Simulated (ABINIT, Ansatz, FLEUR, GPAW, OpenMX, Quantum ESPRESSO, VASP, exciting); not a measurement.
# Cu: 9 runs at one level of theory

```
Cu
1.0
    -0.00858    1.79575    1.80169
     1.82295   -0.02405    1.81716
     1.79533    1.78360    0.00357
Cu
1
Direct
  0.00146 0.97571 0.02932
```

The given cell was strained at random by a few per cent at fixed volume.

Alike in all runs: task single point; functional PBE; k mesh 13 × 13 × 13; occupations fermi-dirac, width 0.05 eV; no spin polarisation; no spin-orbit coupling. Pressure is positive in compression and, in plane waves, holds the error of the finite cutoff, which Ansatz's Pulay term estimates and takes out.

```csv
program and potentials,plane-wave cutoff (eV),notes,pressure (GPa),energy over the undisturbed cell (meV/atom)
"GPAW, GPAW PAW data sets (gpaw-data 1.2.1)",600,11 valence electrons an atom on average,3.13,1.60
"Quantum ESPRESSO, SSSP 1.3 efficiency PBE",748,11 valence electrons an atom on average,1.32,1.56
"Ansatz, Ansatz PAW (earlier soft set)",420,19 valence electrons an atom on average,?,?
"ABINIT, JTH PAW PBE v2.0",707,19 valence electrons an atom on average,1.62,1.51
"Ansatz, all-electron LAPW, scalar-relativistic",-,-,1.71,-
"FLEUR, all-electron, FLAPW",-,-,-,1.55
"OpenMX, OpenMX 2013 PBE set, Cu6.0H-s3p2d2, grid cutoff 500 Ry",-,atomic basis; 19 valence electrons an atom on average,4.60,-
"exciting, all-electron LAPW+lo, shipped species files, valence relativity iora*",-,-,-,1.52
"VASP, PBE PAW files Cu, 520 eV",520,11 valence electrons an atom on average,2.25,-
```

Task: Estimate from the other rows what the run with Ansatz, Ansatz PAW (earlier soft set) gave.

Result: Pressure 1.63 GPa; energy over the undisturbed cell 1.56 meV/atom. Its pressure holds a Pulay term of +0.12 GPa. The other rows, which needn't bracket it: pressure 1.32 to 4.60; energy over the undisturbed cell 1.51 to 1.60.
